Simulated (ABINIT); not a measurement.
**GaP (F-43m): G0W0 with ABINIT, start to end**

Wanted: ground state, empty states, screening and self-energy for GaP (F-43m).

Program: ABINIT 10.8.3. Level of theory: PBE and many-body steps on it, plane waves. Results are calculated unless marked as measured.

**Experimental background.**

- Gap 2.25 ± 0.04 eV: optical gap from Tauc plot (fundamental, indirect); spectroscopic ellipsometry, Tauc-Lorentz fit and Tauc plot; 300 K; film (GaP layer on Si reference sample) on Si (“Assessment of GaPSb/Si tandem material association properties for photoelectrochemical cells”, 2020, arxiv:2002.02774).

This is a report of a sequence of runs, with most program output left out.

**1. The structure**

Symmetry: F-43m, No. 216, cubic system. The conventional cell has a = 5.450 Å, b = 5.450 Å, c = 5.450 Å, α = 90.00°, β = 90.00°, γ = 90.00°. Nearest to Ga lie 4 P at 2.36 Å. Nearest to P lie 4 Ga at 2.36 Å. Farther neighbours are not listed.

The cell and positions come from the Crystallography Open Database and are kept as given unless a step says otherwise.

**2. Ground state**

This step: ABINIT 10.8.3; DFT, PBE, plane waves, norm-conserving pseudopotentials.

The ground-state density comes first.

Contents of run.abi:

```
acell 3*1.0 Angstrom
rprim 
  0.000000000000 2.725250000000 2.725250000000
  2.725250000000 0.000000000000 2.725250000000
  2.725250000000 2.725250000000 0.000000000000
ntypat 2
znucl 31 15
natom 2
typat 1 2
xred 
  0.000000000000 0.000000000000 0.000000000000
  0.250000000000 0.250000000000 0.250000000000
pp_dirpath "pseudos"
pseudos "Ga.upf, P.upf"
ecut 36
ngkpt 6 6 6
nshiftk 1
shiftk 0 0 0
kptopt 1
chksymbreak 0
nband 14
occopt 1
tolvrs 1e-10
nstep 60
prtwf 0
optforces 0
optstress 0
indata_prefix "in"
outdata_prefix "out"
tmpdata_prefix "tmp"
```

The run is started by

```sh
> OMP_NUM_THREADS=1 mpirun -n 4 abinit run.abi > log
```

Elapsed: 6.9 s, on 4 MPI ranks of Arm Neoverse V2, shared host; peak memory 0.29 GiB.

This step gave:

```yaml
total_energy: -2270.1818 eV
gap: 1.653 eV
k_of_the_valence_top: 0, 0, 0
k_of_the_conduction_bottom: 0.5, 0.5, 0
least_direct_gap: 1.817 eV
```

The gap is indirect, with the least direct gap 0.16 eV higher.

**3. Bands along the symmetry lines**

The cheap functional maps the bands first; the places of the edges decide which points the dearer methods must see.

Contents of run.abi:

```
acell 3*1.0 Angstrom
rprim 
  0.000000000000 2.725250000000 2.725250000000
  2.725250000000 0.000000000000 2.725250000000
  2.725250000000 2.725250000000 0.000000000000
ntypat 2
znucl 31 15
natom 2
typat 1 2
xred 
  0.000000000000 0.000000000000 0.000000000000
  0.250000000000 0.250000000000 0.250000000000
pp_dirpath "pseudos"
pseudos "Ga.upf, P.upf"
ecut 36
iscf -2
irdden 1
kptopt 0
nkpt 50
kpt 
  0.00000000 0.00000000 0.00000000
  -0.06250000 -0.06250000 0.00000000
  -0.12500000 -0.12500000 0.00000000
  -0.18750000 -0.18750000 0.00000000
  -0.25000000 -0.25000000 0.00000000
  -0.31250000 -0.31250000 0.00000000
  -0.37500000 -0.37500000 0.00000000
  -0.43750000 -0.43750000 0.00000000
  -0.50000000 -0.50000000 0.00000000
  -0.48437500 -0.48437500 0.03125000
  -0.46875000 -0.46875000 0.06250000
  -0.45312500 -0.45312500 0.09375000
  -0.43750000 -0.43750000 0.12500000
  -0.42187500 -0.42187500 0.15625000
  -0.40625000 -0.40625000 0.18750000
  -0.39062500 -0.39062500 0.21875000
  -0.37500000 -0.37500000 0.25000000
  -0.37500000 0.00000000 0.37500000
  -0.32812500 0.00000000 0.32812500
  -0.28125000 0.00000000 0.28125000
  -0.23437500 0.00000000 0.23437500
  -0.18750000 0.00000000 0.18750000
  -0.14062500 0.00000000 0.14062500
  -0.09375000 0.00000000 0.09375000
  -0.04687500 0.00000000 0.04687500
  0.00000000 0.00000000 0.00000000
  0.00000000 0.00000000 0.06250000
  0.00000000 0.00000000 0.12500000
  0.00000000 0.00000000 0.18750000
  0.00000000 0.00000000 0.25000000
  0.00000000 0.00000000 0.31250000
  0.00000000 0.00000000 0.37500000
  0.00000000 0.00000000 0.43750000
  -0.00000000 -0.00000000 0.50000000
  -0.06250000 -0.03125000 0.46875000
  -0.12500000 -0.06250000 0.43750000
  -0.18750000 -0.09375000 0.40625000
  -0.25000000 -0.12500000 0.37500000
  -0.31250000 -0.15625000 0.34375000
  -0.37500000 -0.18750000 0.31250000
  -0.43750000 -0.21875000 0.28125000
  -0.50000000 -0.25000000 0.25000000
  -0.50000000 -0.28125000 0.21875000
  -0.50000000 -0.31250000 0.18750000
  -0.50000000 -0.34375000 0.15625000
  -0.50000000 -0.37500000 0.12500000
  -0.50000000 -0.40625000 0.09375000
  -0.50000000 -0.43750000 0.06250000
  -0.50000000 -0.46875000 0.03125000
  -0.50000000 -0.50000000 0.00000000
istwfk *1
nband 16
nbdbuf 2
tolwfr 1e-08
nstep 40
prtwf 0
prtvol 0
indata_prefix "in"
outdata_prefix "out"
tmpdata_prefix "tmp"
```

Run time: 10 s. Hardware: 4 MPI ranks; peak memory 0.28 GiB.

Numbers from this step:

* gap: 1.593 eV
* k of the valence top: 0, 0, 0
* k of the conduction bottom: -0.4375, -0.4375, 0
* least direct gap: 1.817 eV

The gap is 1.593 eV, −0.060 eV from the run before at this level.

Electronic bands along the path, in eV, zero at the top of the highest filled band:

```
    point  band 6  band 7  band 8  band 9  band 10  band 11  band 12  band 13
        Γ  -12.49    0.00    0.00    0.00     1.82     3.89     3.89     3.89
  halfway  -11.46   -3.68   -1.68   -1.68     2.18     3.72     6.74     6.74
        X   -9.53   -6.75   -2.68   -2.68     1.65     1.82    10.57    10.57
  halfway   -9.51   -6.70   -3.24   -2.57     1.85     2.75     9.51     9.66
        U   -9.57   -6.55   -3.94   -2.25     2.19     4.80     8.23     8.26
jump to K   -9.57   -6.55   -3.94   -2.25     2.19     4.80     8.23     8.26
  halfway  -11.36   -4.24   -2.45   -0.66     3.28     4.99     5.00     5.87
        Γ  -12.49    0.00    0.00    0.00     1.82     3.89     3.89     3.89
  halfway  -11.72   -3.88   -0.66   -0.66     2.15     4.74     4.74     6.35
        L  -10.43   -6.63   -1.12   -1.12     1.67     4.72     4.72     8.29
  halfway  -10.02   -6.42   -3.19   -1.93     3.45     4.30     6.45     7.91
        W   -9.44   -6.55   -3.58   -3.42     4.70     4.86     6.10     6.15
  halfway   -9.49   -6.66   -3.16   -3.09     2.77     2.94     8.49     8.58
        X   -9.53   -6.75   -2.68   -2.68     1.65     1.82    10.57    10.57
```

**4. Empty states on the mesh, 4×4×4 mesh, 50 bands**

The sums over transitions need many empty states on a uniform mesh; this step solves for them.

Contents of run.abi:

```
acell 3*1.0 Angstrom
rprim 
  0.000000000000 2.725250000000 2.725250000000
  2.725250000000 0.000000000000 2.725250000000
  2.725250000000 2.725250000000 0.000000000000
ntypat 2
znucl 31 15
natom 2
typat 1 2
xred 
  0.000000000000 0.000000000000 0.000000000000
  0.250000000000 0.250000000000 0.250000000000
pp_dirpath "pseudos"
pseudos "Ga.upf, P.upf"
ecut 36
ngkpt 4 4 4
nshiftk 1
shiftk 0 0 0
kptopt 1
chksymbreak 0
iscf -2
irdden 1
istwfk *1
nband 50
nbdbuf 4
tolwfr 1e-09
nstep 60
prtvol 0
indata_prefix "in"
outdata_prefix "out"
tmpdata_prefix "tmp"
```

Elapsed: 7.4 s, on 4 MPI ranks; peak memory 0.26 GiB; 29 s of CPU time.

This step gave:

```
gap                                                           : 1.653 eV
k of the valence top                                          : 0, 0, 0
k of the conduction bottom                                    : 0.5, 0.5, 0
least direct gap                                              : 1.817 eV
k points computed                                             : 8
lowest point of the top converged band, above the valence top : 45.23 eV
```

On this mesh the gap is 1.653 eV.

**5. Screening, 4×4×4 mesh, 46 bands, screening to 106.1 eV**

The RPA dielectric matrix is built and inverted for each q.

This step: RPA screening on PBE, plane waves, norm-conserving pseudopotentials.

run.abi, as its differences from that of step 4:

```diff
@@ -20,10 +20,11 @@
 chksymbreak 0
-iscf -2
-irdden 1
 istwfk *1
-nband 50
-nbdbuf 4
-tolwfr 1e-09
-nstep 60
-prtvol 0
+occopt 1
+irdwfk 1
+optdriver 3
+nband 46
+ecuteps 3.9
+inclvkb 2
+awtr 1
+symchi 1
 indata_prefix "in"
```

Wall time 5.2 s (4 MPI ranks); peak memory 0.46 GiB; 20 s of CPU time.

This step gave:

```
ε∞ with local fields, on this mesh, along the program's q direction : 18.02
the same without local fields                                       : 19.59
plasma frequency                                                    : 24.76 eV
plane waves in the screening matrix                                 : 113
```

Local fields lower ε∞ by 8 %. On a Γ-centred mesh this coarse the value itself is usually too large, while a short band sum pulls it down.

**6. Self-energy, 4×4×4 mesh, 46 bands, screening to 106.1 eV**

The self-energy is evaluated for the states that the input lists, and the levels follow from it, in one-shot runs by the linearised quasiparticle equation.

This step: G0W0 on PBE, plane waves, norm-conserving pseudopotentials.

run.abi, as its differences from that of step 5:

```diff
@@ -23,8 +23,17 @@
 irdwfk 1
-optdriver 3
+optdriver 4
 nband 46
+gwcalctyp 0
+ecutsigx 36
+symsigma 1
+nkptgw 2
+kptgw 
+  0.0000000000 0.0000000000 0.0000000000
+  0.5000000000 0.5000000000 0.0000000000
+bdgw 
+  7 13
+  8 11
 ecuteps 3.9
-inclvkb 2
-awtr 1
-symchi 1
+irdscr 1
+ppmodel 1
 indata_prefix "in"
```

Run time: 3.1 s. Hardware: 4 MPI ranks; peak memory 0.37 GiB; 12 s of CPU time.

This step gave:

* G0W0 gap on the points computed: 2.014 eV
* starting gap on the mesh: 1.653 eV
* k of the valence top: 0, 0, 0
* k of the conduction bottom: 0.5, 0.5, 0
* Z at the valence top: 0.783
* Z at the conduction bottom: 0.807
* least direct G0W0 gap on the computed points: 2.366 eV

The gap on the mesh goes from 1.65 eV to 2.01 eV, a correction of +0.36 eV.

Limits: finite bands, cutoff and mesh; exchange with frozen shells missing; no spin-orbit coupling; coarse k mesh. v1 is the top filled band, c1 the lowest empty one. Levels before and after the correction, in eV, zero at the valence-band top of each column:

```
           conduction bottom  valence top
Kohn-Sham               1.65         0.00
     G0W0               2.01         0.00
```

```
                       level  energy (eV)
Kohn-Sham            Γ v3-v1        0.000
Kohn-Sham               Γ c1        1.817
Kohn-Sham            Γ c2-c4        3.887
Kohn-Sham  (0.5 0.5 0) v2-v1       -2.683
Kohn-Sham     (0.5 0.5 0) c1        1.653
Kohn-Sham     (0.5 0.5 0) c2        1.822
     G0W0            Γ v3-v1        0.000
     G0W0               Γ c1        2.366
     G0W0            Γ c2-c4        4.276
     G0W0  (0.5 0.5 0) v2-v1       -3.078
     G0W0     (0.5 0.5 0) c1        2.014
     G0W0     (0.5 0.5 0) c2        2.354
```

**7. Where the time went**

Times are wall times on 4 MPI ranks of Arm Neoverse V2, shared host, good to a factor of about two.

```
                          step   time  share  memory (GiB)
                  ground state  6.9 s   21 %          0.29
bands along the symmetry lines   10 s   31 %          0.28
      empty states on the mesh  7.4 s   23 %          0.26
                     screening  5.2 s   16 %          0.46
                   self-energy  3.1 s    9 %          0.37
```

**8. What came out**

- PBE gap: 1.59 eV, indirect
- G0W0 gap on the mesh: 2.01 eV
- G0W0 gap over the zone (rigid shift): 1.95 eV
- GW settings: 4×4×4 mesh, 46 bands, screening to 106.1 eV, Godby-Needs plasmon pole
- known limits: not at the basis limit; exchange with frozen shells missing; no spin-orbit coupling; coarse k mesh

**Reading.** G0W0 moves the gap on the mesh from 1.65 eV to 2.01 eV (+0.36 eV), with Z of 0.78 and 0.81 at the edges. The mesh misses the band edges by 0.06 eV in all; a rigid shift gives 1.95 eV for the zone. Local fields lower the RPA ε∞ on this mesh from 19.59 to 18.02; a Γ-centred mesh this coarse tends to raise both, most where the direct gap is narrow, while a short band sum lowers them. Only 2 of the mesh's irreducible points were corrected, so a valley elsewhere could overtake. Against experiment, by G0W0@PBE: the gap of 1.95 eV lies −0.30 eV from the measured 2.25 ± 0.04 eV (indirect, 300 K, on Si, 2020). The calculation has static nuclei and no excitons; a measured gap holds zero-point and thermal motion, which mostly lowers it. Bands and cutoff are finite, so the gap is not at the basis limit. The miss can reach some tenths of an eV and take either sign; the mesh is an error of its own. In the G0W0 run levels were corrected at 2 k points alone, so a gap called «on the mesh» is the least over those, and an edge elsewhere would be missed. A denser mesh or path gives a starting gap of 1.59 eV: the GW mesh misses a band edge, so its gaps are not the fundamental one. The 4×4×4 mesh is coarse for this cell, which bears on the long-range parts of exchange and screening. The norm-conserving file of at least one element keeps a d shell over frozen s and p shells of the same row. Exchange with those shells is missing from the self-energy, an error of 0.3 to 0.9 eV in cases checked, whose sign depends on which edge lies on those atoms. The many-body steps are scalar-relativistic: spin-orbit coupling is not in them.

[Paths, hosts, dates, memory and timing lines, banners, echoed tables and standing remarks are left out of the program output.]

[Logs are printed without paths, hosts, clocks, repeated set-up lines and the standing remarks that a program may print on its own settings, such as how far it seeks lower states.]

[Runs of the session that timed out or met a known fault of the program may be left out.]

[Hosts, paths, dates, database ids (printed as entryN), source tags and the programs' standing remarks are cut or masked in the printed files.]

[G0W0 gaps are taken among the corrected bands and points alone; a level outside them can change the order at an edge.]

[Where Ansatz stands beside ABINIT at settings called matched, ABINIT's density can come from a denser mesh and the files from another edition; pairs whose starting gaps differed by over 0.03 eV were left out, so agreement reads better than it is.]
